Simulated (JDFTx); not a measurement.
SiC (Moissanite), 4 atoms in the cell. The structure is hexagonal, space group P6_3mc (No. 186). The conventional cell has a = 3.076 Å, b = 3.076 Å, c = 5.048 Å, α = 90.00°, β = 90.00°, γ = 120.00°. Si (site symmetry 3m) is surrounded by 4 C at 1.87 to 1.94 Å. Around C (site symmetry 3m) lie 4 Si at 1.87 to 1.94 Å. 

- Program: JDFTx 1.7.0 (patched build)
- Task: single point
- Functional: RPBE
- Potentials or basis: PseudoDojo-SR-PBE-0.5-standard with smoothed tails
- Cutoff: 1116 eV
- Density cutoff: 8925 eV
- k mesh: 10 × 10 × 5
- Occupations: fermi-dirac, width 0.05 eV
- Spin: no spin polarisation
- Local potential set to -Z/r beyond: 6 bohr
- Bands: 14
- Density cutoff over wavefunction cutoff: 8
- Max SCF steps: 100
- SCF threshold on the energy: 1e-09 Ha
- Solver of the electrons: scf
- Further solve for the empty bands: yes

Potentials or basis: PseudoDojo-SR-PBE-0.5-standard with smoothed tails.

The run is started by

```console
$ jdftx -c 1 -i SiC.in -o SiC.out
```

Hardware: 1 thread of Arm Neoverse V2, on a shared host.

Task: Estimate the wall time of this run.

Result: It took 93 s on 1 thread of Arm Neoverse V2, with other jobs on the host, peak memory 0.21 GiB. Counts: scf iterations 14, bands 14, k points 42, plane waves 3499.
